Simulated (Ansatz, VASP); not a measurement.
## Two plane-wave programs on Pt

Contents of INCAR:

```
  PREC = Accurate
  ENCUT = 520
  EDIFF = 1E-7
  ISMEAR = 0
  SIGMA = 0.15
  LREAL = F
  LASPH = T
  NELM = 80
  ALGO = Fast
  ISIF = 2
  LWAVE = F
  LCHARG = F
  GGA = PE
  NBANDS = 11
```

The input KPOINTS:

```
regular mesh
0
Gamma
  26 26 26
```

POSCAR

```
Pt
1.0
    0.0000000000      1.9354286780      1.9354286780
    1.9354286780      0.0000000000      1.9354286780
    1.9354286780      1.9354286780      0.0000000000
Pt
1
Direct
    0.0000000000      0.0000000000      0.0000000000
```

Input for Ansatz:

```yaml
crystal:
  lattice:
    - [0.0, 1.935428678, 1.935428678]
    - [1.935428678, 0.0, 1.935428678]
    - [1.935428678, 1.935428678, 0.0]
  atoms:
    - { symbol: Pt, position: [0.0, 0.0, 0.0] }
basis:
  ecutwfc: 420
kpoints:
  mp_grid: { grid: [26, 26, 26] }
hamiltonian:
  xc: pbe
scf:
  occupations: { method: gaussian, width: 0.15 }
output:
  forces: true
  stress: true
  eigenvalues: true
```

Change from the starting cell: strain -0.025 along x and y, -0.025 along z, atoms carried along.

Alike in both runs: task single point; functional PBE; k mesh 26 × 26 × 26; occupations gaussian, width 0.15 eV; no spin polarisation.

|  | VASP | Ansatz |
| --- | --- | --- |
| version | VASP 6.6.1 | Ansatz 0.2.0 |
| potentials or method | VASP PAW PBE potentials, release 64 (Pt) | scalar-relativistic, plane waves, PAW |
| plane-wave cutoff (eV) | 520 | 420 |
| valence electrons in the cell | 10 | 18 |

|  | VASP | Ansatz | Ansatz less VASP |
| --- | --- | --- | --- |
| gap on the k mesh at the Fermi level (eV) | none | none | - |
| pressure (GPa) | 22.7 | 23.2 | +0.58 |

A gap of «none» marks a metal or a gap that the smearing closes. The two sets of potentials don't hold the same shells in valence.

Caveats: so large a pressure means that the cell lies far from this level's equilibrium, or that cutoff or potentials fall short (VASP). The runs have no spin-orbit coupling, so splittings on Pt are missing.
